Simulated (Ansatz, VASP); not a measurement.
One calculation of PbF2, two programs

Contents of POSCAR:

```
PbF2
1.0
    6.0240560000      0.0000000000      0.0000000000
    0.0000000000      3.0020500000      3.0112850000
    0.0000000000     -3.0020500000      3.0112850000
Pb F
2 4
Direct
    0.5000000000      0.9774790000      0.9774790000
    0.0000000000      0.4774790000      0.4774790000
    0.7647730000      0.9736080000      0.4586660000
    0.2352270000      0.4586660000      0.9736080000
    0.7352270000      0.4736080000      0.9586660000
    0.2647730000      0.9586660000      0.4736080000
```

The input INCAR.step1:

```
PREC = Accurate
ENCUT = 520
ISMEAR = 0
SIGMA = 0.01
LREAL = F
LASPH = T
NELM = 60
NBANDS = 37
GGA = PE
ALGO = Normal
EDIFF = 1E-4
LWAVE = T
LCHARG = F
```

File INCAR.step2:

```
PREC = Accurate
ENCUT = 520
EDIFF = 1E-6
ISMEAR = 0
SIGMA = 0.01
LREAL = F
LASPH = T
NELM = 60
ALGO = Normal
ISIF = 2
LWAVE = F
LCHARG = F
METAGGA = R2SCAN
LMIXTAU = T
NBANDS = 37
ISTART = 1
```

The input KPOINTS:

```
Automatic mesh
0
Gamma
  3 4 4
```

Input for Ansatz:

```yaml
crystal:
  lattice:
    - [6.024056, 0.0, 0.0]
    - [0.0, 3.00205, 3.011285]
    - [0.0, -3.00205, 3.011285]
  atoms:
    - { symbol: Pb, position: [0.5, 0.977479, 0.977479] }
    - { symbol: Pb, position: [0.0, 0.477479, 0.477479] }
    - { symbol: F, position: [0.764773, 0.973608, 0.458666] }
    - { symbol: F, position: [0.235227, 0.458666, 0.973608] }
    - { symbol: F, position: [0.735227, 0.473608, 0.958666] }
    - { symbol: F, position: [0.264773, 0.958666, 0.473608] }
kpoints:
  mp_grid:
    grid: [3, 4, 4]
hamiltonian:
  xc: r2scan
  pseudopotentials:
    kind: paw
scf:
  occupations:
    method: fixed
output:
  eigenvalues: true
```

The cell is a database's computed one.

Alike in both runs: task single point; functional r2SCAN; k mesh 3 × 4 × 4; no spin polarisation.

```csv
,VASP,Ansatz
version,VASP 6.6.1,Ansatz 0.2.0
potentials or method,"VASP PAW PBE potentials, release 64 (Pb_d, F)","plane waves, PAW"
plane-wave cutoff (eV),520,500
occupations,"gaussian, width 0.01 eV",fixed
valence electrons in the cell,56,56
```

|  | VASP | Ansatz | Ansatz less VASP |
| --- | --- | --- | --- |
| gap on the k mesh at the Fermi level (eV) | 4.92 | 4.92 | 0.000 |

Caveats: spin-orbit coupling is left out, which as a rule narrows the gap of such compounds by several tenths of an eV; an odd mesh through Γ misses points on the zone boundary, where band edges often lie. r2SCAN opens gaps a little over a GGA but as a rule still falls short of measured ones.
